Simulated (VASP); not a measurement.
# KCl (Sylvite) (Fm-3m) in VASP: a series of runs

Runs on KCl (Sylvite). Level: PBE. Tasks: single point.

Everything below comes from runs of VASP 6.6.1. Logs are shortened: lines on timing, memory, paths and dates and some standing lists are left out, and cuts for length are marked.

**Measured values to compare with.**

From a printed reference work, monograph, for a bulk crystal of KCl: band gap 8.68 eV.

The runs below are set against these values where they give the same quantity.

### Step 1. The cell of the first run

The structure is cubic, space group Fm-3m (No. 225). The conventional cell has a = 6.295 Å, b = 6.295 Å, c = 6.295 Å, α = 90.00°, β = 90.00°, γ = 90.00°. K (site symmetry m-3m) has 6 Cl at 3.15 Å within 4.1 Å. Cl (site symmetry m-3m) has 6 K at 3.15 Å within 4.1 Å.

### Step 2. Single point, PBE (volume scaled by 0.960)

The input, INCAR:

```
PREC     = Accurate       # precision mode
ENCUT    = 520            # plane-wave cutoff, eV
EDIFF    = 1E-7           # SCF threshold, eV
ISMEAR   = 0              # smearing method
SIGMA    = 0.05           # smearing width, eV
LREAL    = F              # projectors in reciprocal space
LASPH    = T              # aspherical terms in the spheres
NELM     = 80             # most SCF steps
ALGO     = Normal         # electronic algorithm
ISIF     = 2              # what is computed and relaxed
LWAVE    = F              # write WAVECAR
LCHARG   = F              # write CHGCAR
GGA      = PE             # functional
NBANDS   = 15             # bands
```

The input, KPOINTS:

```
regular mesh
0
Gamma
  8 8 8
```

The input, POSCAR:

```
KCl
1.0
    0.0000000000      3.1475197580      3.1475197580
    3.1475197580      0.0000000000      3.1475197580
    3.1475197580      3.1475197580      0.0000000000
K Cl
1 1
Direct
    0.0000000000      0.0000000000      0.0000000000
    0.5000000000      0.5000000000      0.5000000000
```

Potentials or basis: VASP PAW PBE potentials, release 64 (K_sv, Cl).

Command:

```sh
cat potpaw_PBE.64/K_sv/POTCAR potpaw_PBE.64/Cl/POTCAR > POTCAR
mpirun -np 1 vasp_std > vasp.out
```

OUTCAR:

```text
PREC = Accurate
   ENCUT = 520
   EDIFF = 1E-7
   ISMEAR = 0
   LREAL = F
   LASPH = T
   NELM = 80
   ISIF = 2
   GGA = PE

 ion  position               nearest neighbor table
   1  0.000  0.000  0.000-   2 3.15   2 3.15   2 3.15   2 3.15   2 3.15   2 3.15
   2  0.500  0.500  0.500-   1 3.15   1 3.15   1 3.15   1 3.15   1 3.15   1 3.15

  LATTYP: Found a face centered cubic cell.
 ALAT       =     6.2950395160

  Lattice vectors:

 A1 = (   0.0000000000,   3.1475197580,   3.1475197580)
 A2 = (   3.1475197580,   0.0000000000,   3.1475197580)
 A3 = (   3.1475197580,   3.1475197580,   0.0000000000)

Analysis of symmetry for initial positions (statically):
=====================================================================
 Subroutine PRICEL returns:
 Original cell was already a primitive cell.

 Routine SETGRP: Setting up the symmetry group for a
 face centered cubic supercell.

 Subroutine GETGRP returns: Found 48 space group operations
 (whereof 48 operations were pure point group operations)
 out of a pool of 48 trial point group operations.

The static configuration has the point symmetry O_h .

Analysis of symmetry for dynamics (positions and initial velocities):
=====================================================================
 Subroutine PRICEL returns:
 Original cell was already a primitive cell.

 Routine SETGRP: Setting up the symmetry group for a
 face centered cubic supercell.

 Subroutine GETGRP returns: Found 48 space group operations
 (whereof 48 operations were pure point group operations)
 out of a pool of 48 trial point group operations.

The dynamic configuration has the point symmetry O_h .

 Subroutine INISYM returns: Found 48 space group operations
 (whereof 48 operations are pure point group operations),
 and found     1 'primitive' translations

----------------------------------------------------------------------------------------

                                     Primitive cell

  volume of cell :      62.3642

  direct lattice vectors                    reciprocal lattice vectors
     0.000000000  3.147519758  3.147519758    -0.158855238  0.158855238  0.158855238
     3.147519758  0.000000000  3.147519758     0.158855238 -0.158855238  0.158855238
     3.147519758  3.147519758  0.000000000     0.158855238  0.158855238 -0.158855238

  length of vectors
     4.451265130  4.451265130  4.451265130     0.275145343  0.275145343  0.275145343

  position of ions in fractional coordinates (direct lattice)
     0.000000000  0.000000000  0.000000000
     0.500000000  0.500000000  0.500000000

  ion indices of the primitive-cell ions
   primitive index   ion index
                 1           1
                 2           2

----------------------------------------------------------------------------------------

 KPOINTS: regular mesh

Automatic generation of k-mesh.
 Grid dimensions read from file:
 generate k-points for:    8    8    8

 Generating k-lattice:

  Cartesian coordinates                     Fractional coordinates (reciprocal lattice)
    -0.019856905  0.019856905  0.019856905     0.125000000  0.000000000  0.000000000
     0.019856905 -0.019856905  0.019856905     0.000000000  0.125000000  0.000000000
     0.019856905  0.019856905 -0.019856905     0.000000000  0.000000000  0.125000000

  Length of vectors
     0.034393168  0.034393168  0.034393168

  Shift w.r.t. Gamma in fractional coordinates (k-lattice)
     0.000000000  0.000000000  0.000000000

 Subroutine IBZKPT returns following result:
 ===========================================

 Found     29 irreducible k-points:

 Following reciprocal coordinates:
            Coordinates               Weight
  0.000000  0.000000  0.000000      1.000000
  0.125000  0.000000  0.000000      8.000000
  0.250000  0.000000  0.000000      8.000000
  0.375000  0.000000  0.000000      8.000000
  0.500000  0.000000  0.000000      4.000000
  0.125000  0.125000  0.000000      6.000000
[... 16 lines left out ...]
  0.500000  0.250000  0.125000     48.000000
 -0.375000  0.250000  0.125000     24.000000
 [... further k-points ...]
   k-points           NKPTS =     29   k-points in BZ     NKDIM =     29   number of bands    NBANDS=     15
   number of dos      NEDOS =    301   number of ions     NIONS =      2
   total plane-waves  NPLWV =  46656
   dimension x,y,z NGX =    36 NGY =   36 NGZ =   36
   dimension x,y,z NGXF=    72 NGYF=   72 NGZF=   72
   ions per type =               1   1
   NGX,Y,Z   is equivalent  to a cutoff of  13.45, 13.45, 13.45 a.u.
   NGXF,Y,Z  is equivalent  to a cutoff of  26.89, 26.89, 26.89 a.u.
 SYSTEM =  unknown system
   PREC   = accura    normal or accurate (medium, high low for compatibility)
   ISTART =      0    job   : 0-new  1-cont  2-samecut
   ICHARG =      2    charge: 1-file 2-atom 10-const
   ISPIN  =      1    spin polarized calculation?
   LNONCOLLINEAR =      F non collinear calculations
   LSORBIT =      F    spin-orbit coupling
   LASPH  =      T    aspherical Exc in radial PAW
   ENCUT  =  520.0 eV  38.22 Ry    6.18 a.u.   8.28  8.28  8.28*2*pi/ulx,y,z
   NELM   =     80;   NELMIN=  2; NELMDL= -5     # of ELM steps
   EDIFF  = 0.1E-06   stopping-criterion for ELM
   LREAL  =      F    real-space projection
   EDIFFG = 0.1E-05   stopping-criterion for IOM
   NSW    =      0    number of steps for IOM
   IBRION =     -1    ionic relax: 0-MD 1-quasi-New 2-CG
   NFREE  =      0    steps in history (QN), initial steepest desc. (CG)
   ISIF   =      2    stress and relaxation
   ISYM   =      2    0-nonsym 1-usesym 2-fastsym
   POTIM  = 0.5000    time-step for ionic-motion
   TEBEG  =    0.0;   TEEND  =   0.0 temperature during run
   PSTRESS=    0.0 pullay stress
   NELECT =      16.0000    total number of electrons
   NUPDOWN=      -1.0000    fix difference up-down
   EMIN   =  10.00;   EMAX   =-10.00  energy-range for DOS
   EFERMI =   0.00;   METHOD = LEGACY
   ISMEAR =     0;   SIGMA  =   0.05  broadening in eV -4-tet -1-fermi 0-gaus
   EFERMI_NEDOS =   21; number of points for ismear=-14 and -15
   IALGO  =     38    algorithm
   IMIX   =      4    mixing-type and parameters
     AMIX     =   0.40;   BMIX     =  1.00
     AMIX_MAG =   1.60;   BMIX_MAG =  1.00
  volume/ion in A,a.u.               =      31.18       210.43
  Fermi-wavevector in a.u.,A,eV,Ry     =   1.040247  1.965781 14.723045  1.082113
  Thomas-Fermi vector in A             =   2.174814
   LORBIT       =      0    0 simple, 1 ext, 2 COOP (PROOUT), +10 PAW based schemes
   GGA     = PE    functional components
   LHFCALC =     F    Hartree Fock is set to
   AEXX    =    0.0000 exact exchange contribution
   IVDW    =     0    specifies the selected vdW correction
   LEPSILON=     F    determine dielectric tensor
   LRPA    =     F    only Hartree local field effects (RPA)
 non-spin polarized calculation
 Gauss-broadening in eV      SIGMA  =   0.05
  energy-cutoff  :      520.00
  volume of cell :       62.36
 maximum number of plane-waves:      1700
 NGX is ok and might be reduce to    36
   NGX = 17   NGY = 17   NGZ = 17

 number of electron      16.0000001 magnetization

 Free energy of the ion-electron system (eV)
  ---------------------------------------------------
  ext. energy  EPLUGINS =         0.00000000
  ---------------------------------------------------
  free energy    TOTEN  =        -6.80419218 eV

  energy without entropy =       -6.80419218  energy(sigma->0) =       -6.80419218

 E-fermi :  -1.5213     XC(G=0):  -7.5349

 val. band max:       -1.8460249737   @ k =   0.0000   0.0000   0.0000
 cond. band min:       3.3374801848   @ k =   0.0000   0.0000   0.0000
 fundamental gap:      5.1835051585
 Fermi energy:        -1.5212903216

 k-point     1 :       0.0000    0.0000    0.0000
  band No.  band energies     occupation
      1     -29.0465      2.00000
      2     -13.9626      2.00000
      3     -12.5072      2.00000
      4     -12.5072      2.00000
      5     -12.5072      2.00000
      6      -1.8460      2.00000
      7      -1.8460      2.00000
      8      -1.8460      2.00000
      9       3.3375      0.00000
     10       6.5341      0.00000
     11       6.5341      0.00000
     12       6.5341      0.00000
     13       7.4101      0.00000
     14       7.4101      0.00000
     15      11.1333      0.00000

 k-point     2 :       0.1250    0.0000    0.0000
  band No.  band energies     occupation
      1     -29.0449      2.00000
      2     -13.9932      2.00000
      3     -12.5086      2.00000
      4     -12.5086      2.00000
      5     -12.4688      2.00000
      6      -2.0356      2.00000
      7      -1.8964      2.00000
      8      -1.8964      2.00000
      9       3.7114      0.00000
     10       6.4167      0.00000
     11       6.7296      0.00000
     12       6.7296      0.00000
     13       7.6223      0.00000
     14       7.6223      0.00000
     15      11.7098      0.00000

 k-point     3 :       0.2500    0.0000    0.0000
  band No.  band energies     occupation
      1     -29.0412      2.00000
      2     -14.0616      2.00000
      3     -12.5119      2.00000
      4     -12.5119      2.00000
      5     -12.3812      2.00000
      6      -2.4316      2.00000
      7      -2.0135      2.00000
      8      -2.0135      2.00000
      9       4.5941      0.00000
     10       6.3208      0.00000
     11       7.2850      0.00000
     12       7.2850      0.00000
     13       8.2070      0.00000
     14       8.2070      0.00000
     15      11.7632      0.00000

 k-point     4 :       0.3750    0.0000    0.0000
  band No.  band energies     occupation
      1     -29.0374      2.00000
      2     -14.1238      2.00000
      3     -12.5152      2.00000
      4     -12.5152      2.00000
      5     -12.2995      2.00000
      6      -2.7698      2.00000
      7      -2.1250      2.00000
      8      -2.1250      2.00000
      9       5.4379      0.00000
     10       6.5245      0.00000
     11       8.0978      0.00000
     12       8.0978      0.00000
     13       8.9857      0.00000
     14       8.9857      0.00000
     15      10.6936      0.00000
[... 307 lines left out ...]
 k-point    22 :       0.3750    0.2500    0.1250
  band No.  band energies     occupation
      1     -29.0385      2.00000
      2     -14.0454      2.00000
      3     -12.5450      2.00000
      4     -12.5199      2.00000
      5     -12.3863      2.00000
      6      -2.5465      2.00000
      7      -2.0739      2.00000
      8      -2.0391      2.00000
      9       5.1419      0.00000
     10       5.7368      0.00000
     11       7.8602      0.00000
     12       8.0962      0.00000
     13       8.2412      0.00000
     14       8.8384      0.00000
     15      10.7163      0.00000

 k-point    23 :       0.5000    0.2500    0.1250
  band No.  band energies     occupation
      1     -29.0355      2.00000
      2     -14.0561      2.00000
      3     -12.5595      2.00000
      4     -12.5305      2.00000
      5     -12.3657      2.00000
      6      -2.6536      2.00000
      7      -2.1863      2.00000
      8      -2.1390      2.00000
      9       5.7795      0.00000
     10       6.1084      0.00000
     11       8.1673      0.00000
     12       8.4304      0.00000
     13       8.8272      0.00000
     14       9.2810      0.00000
     15      10.0212      0.00000

 k-point    24 :      -0.3750    0.2500    0.1250
  band No.  band energies     occupation
      1     -29.0343      2.00000
      2     -14.0603      2.00000
      3     -12.5614      2.00000
      4     -12.5397      2.00000
      5     -12.3569      2.00000
      6      -2.6851      2.00000
      7      -2.2470      2.00000
      8      -2.1764      2.00000
      9       6.0050      0.00000
     10       6.4956      0.00000
     11       8.2254      0.00000
     12       8.3098      0.00000
     13       9.0862      0.00000
     14       9.9561      0.00000
     15       9.9746      0.00000

 [... further k-points ...]
[... 5 lines left out ...]
  --------------------------------------------------------------------------------------
  -------------------------------------------------------------------------------------
  Total        0.2951741      0.2951741      0.2951741     -0.0000000     -0.0000000     -0.0000000
  in kB        7.5832166      7.5832166      7.5832166     -0.0000000     -0.0000000     -0.0000000
  external PRESSURE =       7.5832166 kB  Pullay stress =       0.0000000 kB

 VOLUME and BASIS-vectors are now :
 -----------------------------------------------------------------------------
  energy-cutoff  :      520.00
  volume of cell :       62.36
      direct lattice vectors                 reciprocal lattice vectors
     0.000000000  3.147519758  3.147519758    -0.158855238  0.158855238  0.158855238
     3.147519758  0.000000000  3.147519758     0.158855238 -0.158855238  0.158855238
     3.147519758  3.147519758  0.000000000     0.158855238  0.158855238 -0.158855238

 POSITION                                       TOTAL-FORCE (eV/Angst)
 -----------------------------------------------------------------------------------
      0.00000      0.00000      0.00000         0.000000      0.000000      0.000000
      3.14752      3.14752      3.14752        -0.000000     -0.000000     -0.000000
 -----------------------------------------------------------------------------------
    total drift:                                0.000000      0.000000      0.000000

  FREE ENERGIE OF THE ION-ELECTRON SYSTEM (eV)
  ---------------------------------------------------
  free  energy   TOTEN  =        -6.8041921799 eV

  energy  without entropy=       -6.8041921799  energy(sigma->0) =       -6.80419218
```

Run time: 67 s. Hardware: 1 thread of AMD EPYC 7R13, shared host; peak memory 0.18 GiB.

Results:

| Item | Value |
| --- | --- |
| Free energy | -6.8042 eV |
| Pressure | 0.8 GPa |
| Band gap on the k mesh | 5.18 eV, direct |

Levels at points of the mesh, in eV from the valence-band top:
```tsv
k point	band 4	band 5	band 6	band 7	band 8	band 9	band 10	band 11	band 12	band 13
(0.00, 0.00, 0.00)	-10.66	-10.66	0.00	0.00	0.00	5.18	8.38	8.38	8.38	9.26
(0.50, 0.00, 0.00)	-10.67	-10.42	-1.05	-0.32	-0.32	7.59	8.60	10.53	10.53	11.41
(0.50, 0.50, 0.00)	-10.72	-10.72	-0.66	-0.22	-0.22	6.53	8.34	10.07	10.24	10.62
```

Caveat: the cell differs from its parent crystal (volume scaled by 0.960).

### Step 3. Single point, PBE

This run uses another cell than the first one, of 32.48 Å³/atom, 1.042 times its volume.

The input, INCAR:

```
PREC = Accurate
ENCUT = 520
EDIFF = 1E-7
ISMEAR = 0
SIGMA = 0.05
LREAL = F
LASPH = T
NELM = 60
ALGO = Normal
ISIF = 2
LWAVE = F
LCHARG = T
GGA = PE
LELF = T
LVHAR = T
NBANDS = 15
```

KPOINTS is that of step 2.

The input, POSCAR:

```
KCl
1.0
    0.0000000000      3.1906418255      3.1906418255
    3.1906418255      0.0000000000      3.1906418255
    3.1906418255      3.1906418255      0.0000000000
K Cl
1 1
Direct
    0.0000000000      0.0000000000      0.0000000000
    0.5000000000      0.5000000000      0.5000000000
```

Potentials or basis: VASP PAW PBE potentials, release 64 (K_sv, Cl).

Command:

```sh
cat potpaw_PBE.64/K_sv/POTCAR potpaw_PBE.64/Cl/POTCAR > POTCAR
mpirun -np 1 vasp_std > vasp.out
```

It took 66 s on 1 thread of AMD EPYC 7R13, shared host; peak memory 0.18 GiB.

It converged, with:

* Free energy: -6.8110 eV
* Pressure: 0.0 GPa
* Band gap on the k mesh: 5.05 eV, direct

Levels at points of the mesh, in eV from the valence-band top:
```
           k point  band 6  band 7  band 8  band 9  band 10  band 11
(0.00, 0.00, 0.00)    0.00    0.00    0.00    5.05     8.35     8.35
(0.50, 0.00, 0.00)   -0.98   -0.29   -0.29    7.47     8.43    10.39
(0.50, 0.50, 0.00)   -0.63   -0.21   -0.21    6.56     8.16     9.83
```

### Step 4. Single point, PBE (volume scaled by 1.040)

The input, INCAR:

```
SYSTEM = KCl
PREC = Accurate ; ENCUT = 520
EDIFF = 1E-6 ; ISMEAR = 0
SIGMA = 0.05 ; LREAL = .FALSE.
LASPH = .TRUE. ; NELM = 60
ALGO = Normal ; ISIF = 2
LWAVE = .FALSE. ; LCHARG = .TRUE.
GGA = PE ; LELF = .TRUE.
LVHAR = .TRUE. ; NBANDS = 15
```

The input, KPOINTS:

```
Automatic mesh
0
G
  8 8 8
  0 0 0
```

The input, POSCAR:

```
KCl
1.0
    0.0000000000      3.2326287697      3.2326287697
    3.2326287697      0.0000000000      3.2326287697
    3.2326287697      3.2326287697      0.0000000000
K Cl
1 1
Direct
    0.0000000000      0.0000000000      0.0000000000
    0.5000000000      0.5000000000      0.5000000000
```

Command:

```sh
cat potpaw_PBE.64/K_sv/POTCAR potpaw_PBE.64/Cl/POTCAR > POTCAR
mpirun -np 1 vasp_std > vasp.out
```

Wall time 62 s (1 thread of AMD EPYC 7R13, shared host); peak memory 0.18 GiB.

The run converged. Its results:

```
Free energy            : -6.8070 eV
Pressure               : -0.6 GPa
Band gap on the k mesh : 4.92 eV, direct
```

Levels at points of the mesh, in eV from the valence-band top:
| k point | band 6 | band 7 | band 8 | band 9 | band 10 | band 11 |
| --- | --- | --- | --- | --- | --- | --- |
| (0.00, 0.00, 0.00) | 0.00 | 0.00 | 0.00 | 4.92 | 8.32 | 8.32 |
| (0.50, 0.00, 0.00) | -0.92 | -0.27 | -0.27 | 7.35 | 8.27 | 10.25 |
| (0.50, 0.50, 0.00) | -0.60 | -0.21 | -0.21 | 6.58 | 7.98 | 9.60 |

Caveat: the cell differs from its parent crystal (volume scaled by 1.040). A k mesh can miss the band edges.

### Step 5. The runs side by side

| cell | gap on the mesh (eV) | pressure (GPa) |
| --- | --- | --- |
| a = 4.451 Å, angles 60.0°, 2 atoms | 5.18 | 0.8 |
| a = 4.512 Å, angles 60.0°, 2 atoms | 5.05 | 0.0 |
| a = 4.572 Å, angles 60.0°, 2 atoms | 4.92 | -0.6 |

Alike in all rows: task single point; level PBE; potentials or basis VASP PAW PBE potentials, release 64 (K_sv, Cl); no spin polarisation; k mesh 8 × 8 × 8; cutoff (eV) 520; smearing gaussian 0.05 eV.

Total energies depend on the potentials used, so only differences within one code and one set of settings carry meaning.

### Step 6. How close it comes

Step 3. A measured gap of KCl is 8.68 eV (a printed reference work, monograph); the calculated 5.05 eV misses it by -3.63 eV. The value is that of PBE on a finite k mesh, which can miss the band edges, without temperature or zero-point motion. Semilocal functionals fall short of measured gaps as a rule.
